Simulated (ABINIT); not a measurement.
# TiAl (Pm-3m) in ABINIT: settings compared

Aim: see how the results for TiAl move with the level of theory and the settings. Levels: LDA, PBEsol, r2SCAN. Tasks: equation of state.

Everything below comes from runs of ABINIT 10.8.3 (patched build). Logs are shortened: lines on timing, memory, paths and dates and some standing lists are left out, and cuts for length are marked. The log counts tension as positive stress, the text compression.

## 1. The crystal as given

It takes space group Pm-3m (No. 221, cubic). The conventional cell has a = 3.179 Å, b = 3.179 Å, c = 3.179 Å, α = 90.00°, β = 90.00°, γ = 90.00°. Around Ti (site symmetry m-3m) lie 8 Al at 2.75 Å. Al (site symmetry m-3m) is surrounded by 8 Ti at 2.75 Å.

The cell comes from a database or a generator and needn't be the stable form of this composition.

## 2. Equation of state, LDA

The input, run.abi:

```
# Datasets: one volume each
ndtset 7
getwfk -1
scalecart1 3*0.9795861087
scalecart2 3*0.9864848297
scalecart3 3*0.9932883884
scalecart4 3*1.0000000000
scalecart5 3*1.0066227096
scalecart6 3*1.0131594038
scalecart7 3*1.0196128224

# Pseudopotentials
pp_dirpath "./"
pseudos "Ti.LDA_PW-JTH.xml, Al.LDA_PW-JTH.xml"

# Structure
acell 6.0075602927 6.0075602927 6.0075602927
rprim
     1.0000000000     0.0000000000     0.0000000000
     0.0000000000     1.0000000000     0.0000000000
     0.0000000000     0.0000000000     1.0000000000
ntypat 2
znucl 22 13
natom 2
typat 1 2
xred
     0.0000000000     0.0000000000     0.0000000000
     0.5000000000     0.5000000000     0.5000000000

# Plane-wave basis
ecut 15.0
pawecutdg 30.0

# k points
kptopt 1
ngkpt 8 8 8
nshiftk 1
shiftk 0.0 0.0 0.0

# Exchange and correlation
ixc 7

# Bands and occupations
nband 12
occopt 3
tsmear 0.00183747

# SCF cycle
nstep 100
tolvrs 1.0e-9

# Output
iomode 3
prtwf 1
prtden 0
prteig 0
prtebands 0
enunit 1
```

Potentials or basis: JTH PAW LDA v2.0.

Command:

```console
> abinit run.abi > log 2>&1
```

run.abo:

```text
.Version 10.8.3 of ABINIT
 DATASET    1 : space group Pm -3 m (#221); Bravais cP (primitive cubic)
================================================================================
 Values of the parameters that define the memory need for DATASET  1.
     intxc =       0    ionmov =       0      iscf =      17    lmnmax =      18
     lnmax =       6     mgfft =      24  mpssoang =       3    mqgrid =    3001
     natom =       2  nloc_mem =       2    nspden =       1   nspinor =       1
    nsppol =       1      nsym =      48    n1xccc =       1    ntypat =       2
    occopt =       3   xclevel =       1
       mpw =         584          nfft =       13824          nkpt =          35
 PAW method is used; the additional fine FFT grid is defined by:
   mgfftf=        30    nfftf =     27000
================================================================================
================================================================================
[... 71 lines left out ...]
 DATASET    7 : space group Pm -3 m (#221); Bravais cP (primitive cubic)
================================================================================
 Values of the parameters that define the memory need for DATASET  7.
     intxc =       0    ionmov =       0      iscf =      17    lmnmax =      18
     lnmax =       6     mgfft =      24  mpssoang =       3    mqgrid =    3001
     natom =       2  nloc_mem =       2    nspden =       1   nspinor =       1
    nsppol =       1      nsym =      48    n1xccc =       1    ntypat =       2
    occopt =       3   xclevel =       1
       mpw =         651          nfft =       13824          nkpt =          35
 PAW method is used; the additional fine FFT grid is defined by:
   mgfftf=        32    nfftf =     32768
================================================================================
================================================================================

--------------------------------------------------------------------------------
------------- Echo of variables that govern the present computation ------------
--------------------------------------------------------------------------------
 -outvars: echo values of preprocessed input variables --------
            acell      6.0075602927E+00  6.0075602927E+00  6.0075602927E+00 Bohr
              amu      4.78800000E+01  2.69815390E+01
             ecut      1.50000000E+01 Hartree
           enunit           1
           getwfk          -1
              ixc           7
           jdtset        1    2    3    4    5    6    7
         kptrlatt        8    0    0      0    8    0      0    0    8
          kptrlen1     4.70793809E+01
          kptrlen2     4.74109367E+01
          kptrlen3     4.77379191E+01
          kptrlen4     4.80604823E+01
          kptrlen5     4.83787730E+01
          kptrlen6     4.86929296E+01
          kptrlen7     4.90030840E+01
            natom           2
            nband          12
           ndtset           7
            ngfft          24      24      24
          ngfftdg1         30      30      30
          ngfftdg2         30      30      30
          ngfftdg3         30      30      30
          ngfftdg4         30      30      30
          ngfftdg5         30      30      30
          ngfftdg6         32      32      32
          ngfftdg7         32      32      32
             nkpt          35
            nstep         100
             nsym          48
           ntypat           2
           occopt           3
        pawecutdg      3.00000000E+01 Hartree
           prtden           0
        prtebands           0
           prteig           0
            rprim1     9.7958610870E-01  0.0000000000E+00  0.0000000000E+00
                       0.0000000000E+00  9.7958610870E-01  0.0000000000E+00
                       0.0000000000E+00  0.0000000000E+00  9.7958610870E-01
            rprim2     9.8648482970E-01  0.0000000000E+00  0.0000000000E+00
                       0.0000000000E+00  9.8648482970E-01  0.0000000000E+00
                       0.0000000000E+00  0.0000000000E+00  9.8648482970E-01
            rprim3     9.9328838840E-01  0.0000000000E+00  0.0000000000E+00
                       0.0000000000E+00  9.9328838840E-01  0.0000000000E+00
                       0.0000000000E+00  0.0000000000E+00  9.9328838840E-01
            rprim4     1.0000000000E+00  0.0000000000E+00  0.0000000000E+00
                       0.0000000000E+00  1.0000000000E+00  0.0000000000E+00
                       0.0000000000E+00  0.0000000000E+00  1.0000000000E+00
            rprim5     1.0066227096E+00  0.0000000000E+00  0.0000000000E+00
                       0.0000000000E+00  1.0066227096E+00  0.0000000000E+00
                       0.0000000000E+00  0.0000000000E+00  1.0066227096E+00
            rprim6     1.0131594038E+00  0.0000000000E+00  0.0000000000E+00
                       0.0000000000E+00  1.0131594038E+00  0.0000000000E+00
                       0.0000000000E+00  0.0000000000E+00  1.0131594038E+00
            rprim7     1.0196128224E+00  0.0000000000E+00  0.0000000000E+00
                       0.0000000000E+00  1.0196128224E+00  0.0000000000E+00
                       0.0000000000E+00  0.0000000000E+00  1.0196128224E+00
          spgroup         221
           tolvrs      1.00000000E-09
           tsmear      1.83747000E-03 Hartree
            typat      1  2
           useylm           1
           xangst1     0.0000000000E+00  0.0000000000E+00  0.0000000000E+00
                       1.5570834655E+00  1.5570834655E+00  1.5570834655E+00
           xangst2     0.0000000000E+00  0.0000000000E+00  0.0000000000E+00
                       1.5680492033E+00  1.5680492033E+00  1.5680492033E+00
           xangst3     0.0000000000E+00  0.0000000000E+00  0.0000000000E+00
                       1.5788636775E+00  1.5788636775E+00  1.5788636775E+00
           xangst4     0.0000000000E+00  0.0000000000E+00  0.0000000000E+00
                       1.5895319989E+00  1.5895319989E+00  1.5895319989E+00
           xangst5     0.0000000000E+00  0.0000000000E+00  0.0000000000E+00
                       1.6000590078E+00  1.6000590078E+00  1.6000590078E+00
           xangst6     0.0000000000E+00  0.0000000000E+00  0.0000000000E+00
                       1.6104492924E+00  1.6104492924E+00  1.6104492924E+00
           xangst7     0.0000000000E+00  0.0000000000E+00  0.0000000000E+00
                       1.6207072077E+00  1.6207072077E+00  1.6207072077E+00
            xcart1     0.0000000000E+00  0.0000000000E+00  0.0000000000E+00
                       2.9424613050E+00  2.9424613050E+00  2.9424613050E+00
            xcart2     0.0000000000E+00  0.0000000000E+00  0.0000000000E+00
                       2.9631835461E+00  2.9631835461E+00  2.9631835461E+00
            xcart3     0.0000000000E+00  0.0000000000E+00  0.0000000000E+00
                       2.9836199407E+00  2.9836199407E+00  2.9836199407E+00
            xcart4     0.0000000000E+00  0.0000000000E+00  0.0000000000E+00
                       3.0037801464E+00  3.0037801464E+00  3.0037801464E+00
            xcart5     0.0000000000E+00  0.0000000000E+00  0.0000000000E+00
                       3.0236733100E+00  3.0236733100E+00  3.0236733100E+00
            xcart6     0.0000000000E+00  0.0000000000E+00  0.0000000000E+00
                       3.0433081022E+00  3.0433081022E+00  3.0433081022E+00
            xcart7     0.0000000000E+00  0.0000000000E+00  0.0000000000E+00
                       3.0626927529E+00  3.0626927529E+00  3.0626927529E+00
             xred      0.0000000000E+00  0.0000000000E+00  0.0000000000E+00
                       5.0000000000E-01  5.0000000000E-01  5.0000000000E-01
            znucl       22.00000   13.00000

================================================================================

 chkinp: Checking input parameters for consistency, jdtset=   1.

 chkinp: Checking input parameters for consistency, jdtset=   2.

 chkinp: Checking input parameters for consistency, jdtset=   3.

 chkinp: Checking input parameters for consistency, jdtset=   4.
[... 34 lines left out ...]
 getcut : COMMENT -
  Note that boxcut > 2.2 ; recall that boxcut=Gcut(box)/Gcut(sphere) = 2
  is sufficient for exact treatment of convolution.
  Such a large boxcut is a waste : you could raise ecut
  e.g. ecut=   20.518742 Hartrees makes boxcut=2

 Fine grid specifications (used for densities):

 getcut: wavevector=  0.0000  0.0000  0.0000  ngfft=  30  30  30
         ecut(hartree)=     30.000   => boxcut(ratio)=   2.06754

--- Pseudopotential description ------------------------------------------------
- pspini: atom type   1  psp file is ./Ti.LDA_PW-JTH.xml
 Pseudopotential format is: paw10
 basis_size (lnmax)=  6 (lmn_size= 18), orbitals=   0   0   1   1   2   2
 Spheres core radius: rc_sph= 2.30802695
 Shapefunction is BESSEL type: shapef(r,l)=aa(1,l)*jl(q(1,l)*r)+aa(2,l)*jl(q(2,l)*r)
 Radius for shape functions =  2.01037111
 Compensation charge density is not taken into account in XC energy/potential

- pspini: atom type   2  psp file is ./Al.LDA_PW-JTH.xml
 Pseudopotential format is: paw10
 basis_size (lnmax)=  4 (lmn_size=  8), orbitals=   0   0   1   1
 Spheres core radius: rc_sph= 1.90363307
 Shapefunction is SIN type: shapef(r)=[sin(pi*r/rshp)/(pi*r/rshp)]**2
 Radius for shape functions =  1.60786206
 Compensation charge density is not taken into account in XC energy/potential

   3.04123206E+02                                ecore*ucvol(ha*bohr**3)
--------------------------------------------------------------------------------

================================================================================

--- !BeginCycle
iteration_state: {dtset: 1, }
solver: {iscf: 17, nstep: 100, nline: 4, wfoptalg: 10, }
tolerances: {tolvrs: 1.00E-09, }
...

     iter   Etot(hartree)      deltaE(h)  residm     nres2
 ETOT  1  -59.956459618396    -5.996E+01 4.072E+00 4.552E+00
 ETOT  2  -60.879213696816    -9.228E-01 1.133E-01 3.481E-01
 ETOT  3  -60.878597441429     6.163E-04 4.635E-02 6.120E-02
 ETOT  4  -60.878423648239     1.738E-04 4.373E-03 5.014E-03
 ETOT  5  -60.878396815744     2.683E-05 3.830E-03 2.938E-04
 ETOT  6  -60.878395221209     1.595E-06 1.001E-03 3.115E-05
 ETOT  7  -60.878395055531     1.657E-07 8.034E-04 5.837E-07
 ETOT  8  -60.878395054993     5.383E-10 2.699E-04 1.414E-08
 ETOT  9  -60.878395055025    -3.181E-11 1.741E-04 2.364E-08
 ETOT 10  -60.878395054887     1.374E-10 1.070E-04 4.591E-10
[... 1225 lines left out ...]
 Cartesian components of stress tensor (hartree/bohr^3)
  sigma(1 1)=  3.70169480E-04  sigma(3 2)=  0.00000000E+00
  sigma(2 2)=  3.70169480E-04  sigma(3 1)=  0.00000000E+00
  sigma(3 3)=  3.70169480E-04  sigma(2 1)=  0.00000000E+00

-Cartesian components of stress tensor (GPa)         [Pressure= -1.0891E+01 GPa]
- sigma(1 1)=  1.08907621E+01  sigma(3 2)=  0.00000000E+00
- sigma(2 2)=  1.08907621E+01  sigma(3 1)=  0.00000000E+00
- sigma(3 3)=  1.08907621E+01  sigma(2 1)=  0.00000000E+00

== END DATASET(S) ==============================================================
================================================================================

 -outvars: echo values of variables after computation  --------
            acell      6.0075602927E+00  6.0075602927E+00  6.0075602927E+00 Bohr
           etotal1    -6.0878395055E+01
           etotal2    -6.0878433435E+01
           etotal3    -6.0878099236E+01
           etotal4    -6.0877431913E+01
           etotal5    -6.0876462901E+01
           etotal6    -6.0875225943E+01
           etotal7    -6.0873741797E+01
            fcart1    -0.0000000000E+00 -0.0000000000E+00 -0.0000000000E+00
                      -0.0000000000E+00 -0.0000000000E+00 -0.0000000000E+00
            fcart2    -0.0000000000E+00 -0.0000000000E+00 -0.0000000000E+00
                      -0.0000000000E+00 -0.0000000000E+00 -0.0000000000E+00
            fcart3    -0.0000000000E+00 -0.0000000000E+00 -0.0000000000E+00
                      -0.0000000000E+00 -0.0000000000E+00 -0.0000000000E+00
            fcart4    -0.0000000000E+00 -0.0000000000E+00 -0.0000000000E+00
                      -0.0000000000E+00 -0.0000000000E+00 -0.0000000000E+00
            fcart5    -0.0000000000E+00 -0.0000000000E+00 -0.0000000000E+00
                      -0.0000000000E+00 -0.0000000000E+00 -0.0000000000E+00
            fcart6    -0.0000000000E+00 -0.0000000000E+00 -0.0000000000E+00
                      -0.0000000000E+00 -0.0000000000E+00 -0.0000000000E+00
            fcart7    -0.0000000000E+00 -0.0000000000E+00 -0.0000000000E+00
                      -0.0000000000E+00 -0.0000000000E+00 -0.0000000000E+00
            rprim1     9.7958610870E-01  0.0000000000E+00  0.0000000000E+00
[... 30 lines left out ...]
           strten6     3.1696043396E-04  3.1696043396E-04  3.1696043396E-04
                       0.0000000000E+00  0.0000000000E+00  0.0000000000E+00
           strten7     3.7016947954E-04  3.7016947954E-04  3.7016947954E-04
                       0.0000000000E+00  0.0000000000E+00  0.0000000000E+00
           xangst1     0.0000000000E+00  0.0000000000E+00  0.0000000000E+00
                       1.5570834655E+00  1.5570834655E+00  1.5570834655E+00
           xangst2     0.0000000000E+00  0.0000000000E+00  0.0000000000E+00
                       1.5680492033E+00  1.5680492033E+00  1.5680492033E+00
           xangst3     0.0000000000E+00  0.0000000000E+00  0.0000000000E+00
                       1.5788636775E+00  1.5788636775E+00  1.5788636775E+00
           xangst4     0.0000000000E+00  0.0000000000E+00  0.0000000000E+00
                       1.5895319989E+00  1.5895319989E+00  1.5895319989E+00
           xangst5     0.0000000000E+00  0.0000000000E+00  0.0000000000E+00
                       1.6000590078E+00  1.6000590078E+00  1.6000590078E+00
           xangst6     0.0000000000E+00  0.0000000000E+00  0.0000000000E+00
                       1.6104492924E+00  1.6104492924E+00  1.6104492924E+00
           xangst7     0.0000000000E+00  0.0000000000E+00  0.0000000000E+00
                       1.6207072077E+00  1.6207072077E+00  1.6207072077E+00
             xred      0.0000000000E+00  0.0000000000E+00  0.0000000000E+00
                       5.0000000000E-01  5.0000000000E-01  5.0000000000E-01
 Calculation completed.
```

Run time: 40 s. Hardware: 1 thread of Arm Neoverse V1, shared host; peak memory 0.11 GiB.

What came out:

* Equilibrium volume: 15.29 Å³/atom
* Bulk modulus: 125 GPa
* Pressure derivative of the bulk modulus: 4.0

Energy against volume, from the lowest point:
```csv
volume (Å³/atom),energy (meV/atom)
15.101,0.52
15.422,0.00
15.743,4.55
16.065,13.63
16.386,26.81
16.707,43.64
17.028,63.83
```

Caveat: pressures at fixed basis lie under the slope of the energies.

## 3. Equation of state, PBEsol

Changes to run.abi since step 2:

```diff
@@ -13,3 +13,3 @@
 pp_dirpath "./"
-pseudos "Ti.LDA_PW-JTH.xml, Al.LDA_PW-JTH.xml"
+pseudos "Ti.GGA_PBE-JTH.xml, Al.GGA_PBE-JTH.xml"
 
@@ -32,2 +32,3 @@
 pawecutdg 30.0
+pawxcdev 0
 
@@ -40,3 +41,3 @@
 # Exchange and correlation
-ixc 7
+ixc -116133
```

Potentials or basis: JTH PAW PBE v2.0.

Command:

```console
> abinit run.abi > log 2>&1
```

Run time: 70 s. Hardware: 1 thread of Arm Neoverse V1, shared host; peak memory 0.13 GiB.

The run converged. Its results:

```yaml
Equilibrium_volume: 15.79 Å³/atom
Bulk_modulus: 119 GPa
Pressure_derivative_of_the_bulk_modulus: 4.0
```

Energy against volume, from the lowest point:
```csv
volume (Å³/atom),energy (meV/atom)
15.101,11.82
15.422,3.19
15.743,0.00
16.065,1.69
16.386,7.81
16.707,18.05
17.028,31.80
```

Caveat: pressures at fixed basis lie under the slope of the energies; the PAW data sets were made with another functional, which shifts forces and pressure a little.

## 4. Equation of state, r2SCAN

Changes to run.abi since step 3:

```diff
@@ -30,5 +30,4 @@
 # Plane-wave basis
-ecut 15.0
-pawecutdg 30.0
-pawxcdev 0
+ecut 18.0
+pawecutdg 36.0
 
@@ -41,3 +40,5 @@
 # Exchange and correlation
-ixc -116133
+ixc -497498
+usekden 1
+pawxcdev 0
 
@@ -50,3 +51,3 @@
 nstep 100
-tolvrs 1.0e-9
+tolvrs 1.0e-7
```

Command:

```console
> abinit run.abi > log 2>&1
```

It took 2.8 min on 1 thread of Arm Neoverse V1, shared host; peak memory 0.15 GiB.

It converged, with:

| Item | Value |
| --- | --- |
| Equilibrium volume | 16.10 Å³/atom |
| Bulk modulus | 119 GPa |
| Pressure derivative of the bulk modulus | 3.2 (rough: it moves with the points fitted) |

Energy against volume, from the lowest point:
```
volume (Å³/atom)  energy (meV/atom)
          15.101              24.76
          15.422              10.62
          15.743               2.59
          16.065               0.00
          16.386               1.53
          16.707               7.52
          17.028              18.28
```

Caveat: pressures at fixed basis lie under the slope of the energies; the PAW data sets were made with another functional, which shifts forces and pressure a little.

## 5. Overview

| level | potentials or basis | cutoff (eV) | fine-grid cutoff | V0 of scaled cells (Å³/atom) | B0 (GPa) |
| --- | --- | --- | --- | --- | --- |
| LDA | JTH PAW LDA v2.0 | 408 | 816.342 eV | 15.29 | 125 |
| PBEsol | JTH PAW PBE v2.0 | 408 | 816.342 eV | 15.79 | 119 |
| r2SCAN | JTH PAW PBE v2.0 | 490 | 979.61 eV | 16.10 | 119 |

Alike in all rows: task equation of state; no spin polarisation; cell as given; k mesh 8 × 8 × 8; smearing fermi-dirac 0.05 eV.

Caveats: pressures at fixed basis lie under the slope of the energies; the PAW data sets were made with another functional, which shifts forces and pressure a little (some runs).

Absolute energies hang on the potentials; compare differences alone.
